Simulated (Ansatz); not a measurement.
**MgO: the gap against volume**

MgO, Fm-3m, a = 4.254 Å. Ansatz: PBE, PAW, 420 eV, Γ-centred 10×10×10 mesh on 2 atoms, Gaussian smearing 0.02 eV; no spin polarisation. Symmetry fixes shape and atoms, so the cell is only scaled; x = ln(V/V0) with V0 = 9.621 Å³/atom. The gap is read at the mesh points alone.

```
      x gap y (eV)
-0.1278       5.757
-0.0943       5.398
-0.0619       5.064
-0.0305       4.752
 0.0000       4.461
 0.0296       4.192
 0.0583       3.939
 0.0953           ?
```

Question: Fit a straight line to the other rows, give the volume deformation potential of the gap and its pressure coefficient, and predict the missing gap. B0 = 149.1 GPa.

Answer: Means x = -0.03237, y = 4.7947; Σ(Δx)² = 0.02693, ΣΔxΔy = -0.2630; the slope is their ratio. y = 4.4786 − 9.7659 x. The slope is the deformation potential a = dE_g/d ln V = -9.77 eV, and dE_g/dP = −a/B0 = 65.5 meV/GPa. With a term in x² added, the coefficient of x becomes -9.331, 4 % less, which shows how far this figure hangs on the form. At x = 0.0953 the fit asked for gives 3.548 eV. The run gave 3.625 eV, so the fit is 0.077 eV too low, 3.6 % of the span of the series, against an rms of 0.021 eV on the fitted rows. The row lies outside the fitted range. With a term in x² added, a fit to the same known rows predicts 3.630 eV, so most of the miss is curvature that the known rows already hold.

Semilocal functionals give gaps under the measured ones; changes of the gap mostly carry over better.